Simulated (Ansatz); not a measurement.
Consider KCl in the rock salt structure (space group Fm-3m, No. 225).

```
KCl
1.0
    0.00000     3.19072     3.19072
    3.19072     0.00000     3.19072
    3.19072     3.19072     0.00000
K Cl
1 1
Direct
  0.00000   0.00000   0.00000
  0.50000   0.50000   0.50000
```

Computed with PBE (Ansatz, an electronic-structure program, PAW, spin-orbit coupling left out).

```csv
level,band gap,lattice parameter a
PBE,5.05 eV,6.381 Å
```

Measured: band gap 8.5 eV (temperature not stated; as listed in David Koller, Peter Blaha, Fabien Tran, Journal of Physics Condensed Matter (2013)); lattice parameter a 6.248 Å (0 K or low temperature; as listed in Klaus Doll, Hermann Stoll, Phys. Rev. B (1997)).

Computed minus measured — band gap: PBE -3.45 eV; lattice parameter a: PBE +2.1 %. Measured values not marked as corrected hold thermal and zero-point effects that the static-lattice runs lack. A measured gap can be an optical one, lowered by exciton binding.

Stability against distortions was not tested.
